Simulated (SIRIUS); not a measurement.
**Ru: changing the dispersion correction**

```
Ru
1.0
     2.70580    0.00000    0.00000
    -1.35290    2.34329    0.00000
     0.00000    0.00000    4.28190
Ru
2
Direct
  0.66667 0.33333 0.75000
  0.33333 0.66667 0.25000
```

Kept alike: task equation of state; functional PBE; k mesh 11 × 11 × 6; occupations fermi-dirac, width 0.05 eV; no spin polarisation. Program: SIRIUS, all-electron FP-LAPW, apw+lo standard, cutoff 181 eV. The mesh is that of the run's cell of 2 atoms. No spin-orbit coupling.

```csv
dispersion correction,volume (Å³/atom),bulk modulus (GPa)
D3(zero),13.423,334.4
D3(BJ),13.430,334.6
D4,13.505,330.0
none,13.752,311.4
```

For a metal such a mesh leaves the last digits unconverged. Volume and modulus come from cells scaled at fixed shape and fractions; off cubic symmetry such a modulus can lie above the relaxed one.

Q: What does the dispersion correction change here?

A: The volume runs from 13.423 (D3(zero)) to 13.752 Å³/atom (none). Against no correction: D3(zero) -2.4 %; D3(BJ) -2.3 %; D4 -1.8 %. Dispersion terms mostly attract and so lower the volume; the schemes' coefficients and damping set how far. The bulk modulus runs from 311.4 (none) to 334.6 GPa (D3(BJ)).

Ruthenium is held together mainly by its partly filled 4d band, in which mostly bonding states are occupied, and this already gives a dense, stiff metal without any dispersion term. The added attraction only shifts the balance against short-range repulsion. The modulus rises as the volume falls, probably because the compressed lattice sits on a steeper part of the repulsive wall. The two D3 variants break this order, but by too little to matter.

The listed cell, close to the measured lattice of hcp Ru, lies between the uncorrected volume and all the corrected ones. PBE alone is therefore slightly too expanded, while each correction overshoots, D4 least. This suggests that atom-pair terms overstate the attraction in a metal, where itinerant electrons screen the fluctuating dipoles. D4's closer volume doesn't show that it describes metallic dispersion correctly, since the added attraction may simply offset PBE's underbinding at short range.
